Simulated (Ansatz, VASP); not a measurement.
## One calculation of Ru, two programs

File INCAR:

```
  PREC = Accurate
  ENCUT = 520
  EDIFF = 1E-6
  ISMEAR = 0
  SIGMA = 0.15
  LREAL = False
  LASPH = True
  NELM = 60
  ALGO = Fast
  ISIF = 2
  LWAVE = False
  LCHARG = True
  GGA = PS
  LELF = True
  LVHAR = True
  NBANDS = 21
```

KPOINTS

```
regular mesh
0
Gamma
  21 21 12
```

POSCAR

```
Ru
1.0
    2.7040252751      0.0000000000      0.0000000000
   -1.3520126375      2.3417545807      0.0000000000
    0.0000000000      0.0000000000      4.1401330987
Ru
2
Direct
    0.3333333333      0.6666666667      0.2500000000
    0.6666666667      0.3333333333      0.7500000000
```

Input for Ansatz:

```yaml
crystal:
  lattice:
    - [2.7040252751, 0.0, 0.0]
    - [-1.3520126375, 2.3417545807, 0.0]
    - [0.0, 0.0, 4.1401330987]
  atoms:
    - { symbol: Ru, position: [0.3333333333, 0.6666666667, 0.25] }
    - { symbol: Ru, position: [0.6666666667, 0.3333333333, 0.75] }
basis:
  ecutwfc: 420
kpoints:
  mp_grid: { grid: [21, 21, 12] }
hamiltonian:
  xc: pbesol
  pseudopotentials: { kind: paw, azcp: { folder: soft_1 } }
scf:
  occupations: { method: gaussian, width: 0.15 }
output:
  forces: true
  stress: true
  eigenvalues: true
```

Alike in both runs: task single point; functional PBEsol; k mesh 21 × 21 × 12; occupations gaussian, width 0.15 eV; no spin polarisation.

|  | VASP | Ansatz |
| --- | --- | --- |
| version | VASP 6.6.1 | Ansatz 0.2.0 |
| potentials or method | VASP PAW PBE potentials, release 64 (Ru_pv) | scalar-relativistic, plane waves, PAW |
| plane-wave cutoff (eV) | 520 | 420 |
| valence electrons in the cell | 28 | 32 |

|  | VASP | Ansatz | Ansatz less VASP |
| --- | --- | --- | --- |
| gap on the k mesh at the Fermi level (eV) | none | none | - |
| pressure (GPa) | 6.7 | 6.8 | +0.09 |
| largest component of the traceless stress (GPa) | 10.51 | 10.52 | +0.015 |

A gap of «none» marks a metal or a gap that the smearing closes. The two sets of potentials don't hold the same shells in valence. Ansatz warned: «pseudo_functional_mismatch».

Caveats: the PAW data sets were made with another functional, which shifts forces and pressure a little (VASP).
